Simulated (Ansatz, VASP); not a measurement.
# Ge: VASP beside Ansatz

```
Ge
1.0
     1.41553   -2.63474    0.00000
     1.41553    2.63474    0.00000
     0.00000    0.00000    2.73374
Ge
1
Direct
  0.50000 0.50000 0.00000
```

Change from the starting cell: volume scaled by 1.04.

Alike in both runs: task single point; functional PBEsol; k mesh 11 × 11 × 10; occupations fermi-dirac, width 0.05 eV; no spin polarisation.

```csv
,VASP,Ansatz
version,VASP 6.6.1,Ansatz 0.2.0
potentials or method,"VASP PAW PBE potentials, release 64 (Ge_d), cutoff 520 eV","all-electron LAPW, scalar-relativistic"
```

```tsv
	VASP	Ansatz	Ansatz less VASP
gap on the k mesh at the Fermi level (eV)	none	none	-
pressure (GPa)	-6.2	-6.1	+0.16
largest component of the traceless stress (GPa)	1.53	1.54	+0.011
```

A gap of «none» marks a metal or a gap that the smearing closes. Ansatz ran all-electron here, so the differences hold the error of VASP's frozen core and of both bases.

Caveats: the PAW data sets were made with another functional, which shifts forces and pressure a little (VASP).
